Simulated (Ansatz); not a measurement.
Crystal: Mo.

```xyz
1
Lattice="-1.5838 1.5838 1.5838 1.5838 -1.5838 1.5838 1.5838 1.5838 -1.5838" Properties=species:S:1:pos:R:3 pbc="T T T"
Mo    0.0000    0.0000    0.0000
```

Base run:

```yaml
Program: Ansatz 0.2.0
Functional: PBEsol
Potentials_or_basis: all-electron LAPW, scalar-relativistic
Cutoff: 249 eV (chosen from the basis error)
Basis_error_allowed: 0.001 eV/atom
k_mesh: 12 × 12 × 12
Occupations: fermi-dirac, width 0.05 eV
Spin: no spin polarisation
```

Its results: pressure -9.6 GPa.

After a change of settings the same cell gave: pressure -5.9 GPa. Which change was it?
A. potentials or basis from all-electron LAPW, scalar-relativistic to all-electron LAPW, inner shells corrected to Dirac's equation
B. potentials or basis from all-electron LAPW, scalar-relativistic to all-electron PAW datasets made for the crystal
C. potentials or basis from all-electron LAPW, scalar-relativistic to all-electron LAPW, non-relativistic

C.

Caveats: relativity is left out, which matters for the heavier elements (some runs).

The runs don't all hold the same shells in valence.
